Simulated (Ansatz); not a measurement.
# C4H6O: the cost of one run

Method: the levels named in each step, in Ansatz 0.2.0.

## Step 1: The structure to begin with

Bond lengths: C1–C2 1.327 Å, C2–C3 1.482 Å, C3–C4 1.508 Å, C3–O5 1.209 Å, C1–H6 1.078 Å, C1–H7 1.077 Å, C2–H8 1.081 Å, C4–H9 1.091 Å, C4–H10 1.086 Å, C4–H11 1.086 Å. Angles (14 of 15 angles, heavy atoms first): C1–C2–C3 121.7°, C2–C3–C4 114.1°, C2–C3–O5 122.9°, C4–C3–O5 123.0°, C1–C2–H8 121.7°, C3–C2–H8 116.6°, C2–C1–H6 120.0°, C2–C1–H7 122.7°, C3–C4–H9 109.3°, C3–C4–H10 109.7°, C3–C4–H11 110.4°, H6–C1–H7 117.3°, H9–C4–H10 108.1°, H9–C4–H11 110.3°.

Coordinates:

```xyz
11

C     1.9352    0.4653    0.1729
C     0.8114    0.4142   -0.5303
C    -0.4398   -0.1365    0.0421
C    -1.6163   -0.0988   -0.9012
O    -0.5105   -0.5767    1.1657
H     1.9530    0.1021    1.1881
H     2.8537    0.8606   -0.2267
H     0.7617    0.7724   -1.5488
H    -1.3788   -0.6727   -1.7980
H    -1.8136    0.9264   -1.1996
H    -2.5025   -0.5018   -0.4189
```

## Step 2: A rough first relaxation, PBE-D4/def2-SVP

This run stands in another session on the same molecule. It ended at:

```xyz
11

C     1.9627    0.4649    0.1884
C     0.8342    0.4286   -0.5456
C    -0.4404   -0.1257    0.0242
C    -1.6456   -0.1080   -0.8970
O    -0.4986   -0.5649    1.1663
H     1.9406    0.0795    1.2217
H     2.9082    0.8661   -0.2067
H     0.8168    0.8050   -1.5828
H    -1.4335   -0.6879   -1.8204
H    -1.8666    0.9308   -1.2224
H    -2.5243   -0.5340   -0.3805
```

## Step 3: Relaxation, r2SCAN-D4/def2-TZVPP

File input.yaml:

```yaml
crystal:
  periodic: [false, false, false]
  atoms:
    - { symbol: C, position_ang: [1.96265821, 0.46485705, 0.18836821] }
    - { symbol: C, position_ang: [0.83420848, 0.42859567, -0.54555112] }
    - { symbol: C, position_ang: [-0.44038518, -0.1257452, 0.02420846] }
    - { symbol: C, position_ang: [-1.64562708, -0.10801869, -0.89700806] }
    - { symbol: O, position_ang: [-0.49861684, -0.56485691, 1.16630244] }
    - { symbol: H, position_ang: [1.94062758, 0.07953641, 1.22170985] }
    - { symbol: H, position_ang: [2.90819041, 0.86614333, -0.20669794] }
    - { symbol: H, position_ang: [0.81681503, 0.80500736, -1.58279764] }
    - { symbol: H, position_ang: [-1.43353308, -0.68788059, -1.82038164] }
    - { symbol: H, position_ang: [-1.86655537, 0.93077506, -1.2224149] }
    - { symbol: H, position_ang: [-2.52434215, -0.5339835, -0.38053766] }
basis:
  gaussian: { orbitals: def2-TZVPP }
hamiltonian:
  xc: r2scan
  dispersion: d4
relax:
  f_tol: 0.002
  max_steps: 150
```

On the command line:

```bash
> ansatz run input.yaml --threads 4 --pin off --max-ram 10240MiB --backend cpu --events-out ev --progress --plain --runs-dir out
```

**Question.** How long does this run take on 4 threads of Intel Xeon 6975P-C (Granite Rapids), shared host, and how much memory does it need?

About 13 s, with a peak of 0.32 GiB.
